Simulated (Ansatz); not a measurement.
## Stiffness of SrCl2 from strained cells

```xyz
3
Lattice="0.0000 3.4855 3.4855 3.4855 0.0000 3.4855 3.4855 3.4855 0.0000" Properties=species:S:1:pos:R:3 pbc="T T T"
Sr    0.0000    0.0000    0.0000
Cl    1.7428    1.7428    1.7428
Cl    5.2283    5.2283    5.2283
```

Atoms are numbered in the order listed.

The cell is COD entry 1541509, as deposited and not checked against the literature; nothing was relaxed.

Computed with Ansatz 0.2.0, DFT, PBE, all-electron LAPW, scalar-relativistic.

The runs use a Γ-centred 8×8×8 k mesh, Fermi–Dirac smearing of 0.01 eV, basis error target 1 meV/atom, no spin polarisation.

The unstrained cell is at 1.08 GPa. Large strains and very small stresses are left out. Each strain is applied once, with fractional coordinates held (clamped ions), and σ below is the change of stress, positive in tension. One finite strain gives stress–strain coefficients at this pressure with an error of the order of the strain times third-order constants, a few per cent for each per cent of strain.

(1) Estimate the stiffness probed by this change, and the stress that it gives: xy engineering shear strain of +2 %.

Results:

(1) σxy = 0.30 GPa and γxy = 2εxy = 0.0200, so C44 (clamped ions) = σxy/γxy = 15 GPa.
